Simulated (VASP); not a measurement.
**Ti under changes of volume**

One of the cells (17.283 Å³/atom); the others are scaled copies at fixed shape and fractional positions:

```
CELL_PARAMETERS angstrom
-1.62875 1.62875 1.62875
1.62875 -1.62875 1.62875
1.62875 1.62875 -1.62875
ATOMIC_POSITIONS crystal
Ti 0.00000 0.00000 0.00000
```

This isn't the form of Ti at room conditions, which is hcp.

| Property | Result |
| --- | --- |
| Program | VASP 6.6.1 |
| Functional | r2SCAN |
| Potentials or basis | VASP PAW PBE potentials, release 64 (Ti_sv) |
| Cutoff | 520 eV |
| k mesh | 10 × 10 × 10 |
| Occupations | fermi-dirac, width 0.05 eV |
| Spin | no spin polarisation |

| volume (Å³/atom) | energy over the lowest point (meV/atom) | pressure (GPa) |
| --- | --- | --- |
| 16.592 | ? | ? |
| 16.938 | 2.20 | 2.2 |
| 17.283 | 0.00 | 0.0 |
| 17.629 | 2.56 | -2.2 |
| 17.975 | 9.51 | -3.6 |

Question: What does the run at 16.592 Å³/atom give?

Answer: Energy over the lowest point 9.55 meV/atom; pressure 4.7 GPa.

Worked out: A Birch-Murnaghan fit of order 2 (a polynomial in V^(-2/3)) to the other rows has its minimum at 17.26 Å³/atom with B0 = V·E''(V) = 112 GPa. It gives 9.73 meV/atom at 16.592 Å³/atom, against the run's 9.55, and -dE/dV = 4.8 GPa, against 4.7.

Energies are extrapolated to zero smearing.

Caveats: the PAW data sets were made with another functional, which shifts forces and pressure a little.
